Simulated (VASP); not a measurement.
Write the native input for VASP 6.6.1 that does the following.

| Item | Value |
| --- | --- |
| Task | single point |
| Functional | PBEsol |
| Potentials or basis | VASP PAW PBE potentials, release 64 (Ti_sv, S) |
| Cutoff | 520 eV |
| k mesh | 6 × 6 × 4 |
| Occupations | gaussian, width 0.1 eV |
| Spin | no spin polarisation |
| Dipole correction | no |
| Further INCAR settings | ALGO = Fast; EDIFF = 1e-06; NBANDS = 19 |

The structure of TiS2 (pbesol) lies in POSCAR:

```
TiS2
1.0
    3.4120000000      0.0000000000      0.0000000000
   -1.7060000000      2.9548786777      0.0000000000
    0.0000000000      0.0000000000      5.6950000000
Ti S
1 2
Direct
    0.0000000000      0.0000000000      0.0000000000
    0.3333333333      0.6666666667      0.2500000000
    0.6666666667      0.3333333333      0.7500000000
```

One way to write it, as run:

INCAR

```
PREC = Accurate
ENCUT = 520
EDIFF = 1E-6
ISMEAR = 0
SIGMA = 0.1
LREAL = False
LASPH = True
NELM = 100
ALGO = Fast
ISIF = 2
LWAVE = False
LCHARG = True
GGA = PS
LELF = True
LVHAR = True
NBANDS = 19
```

KPOINTS

```
Automatic mesh
0
Gamma
  6 6 4
```

Potentials or basis: VASP PAW PBE potentials, release 64 (Ti_sv, S).

The run is started by

```console
$ cat potpaw_PBE.64/Ti_sv/POTCAR potpaw_PBE.64/S/POTCAR > POTCAR
$ mpirun -np 1 vasp_std > vasp.out
```

It gave:

```
Pressure               : -3.5 GPa
Largest force          : 0.248 eV/Å
Band gap on the k mesh : none (metal or under the smearing width)
```

Caveat: the PAW data sets were made with another functional, which shifts forces and pressure a little.

Run time: 29 s on 1 thread of Intel(R) Xeon(R) 6975P-C (Granite Rapids) (shared host), peak memory 0.18 GiB.
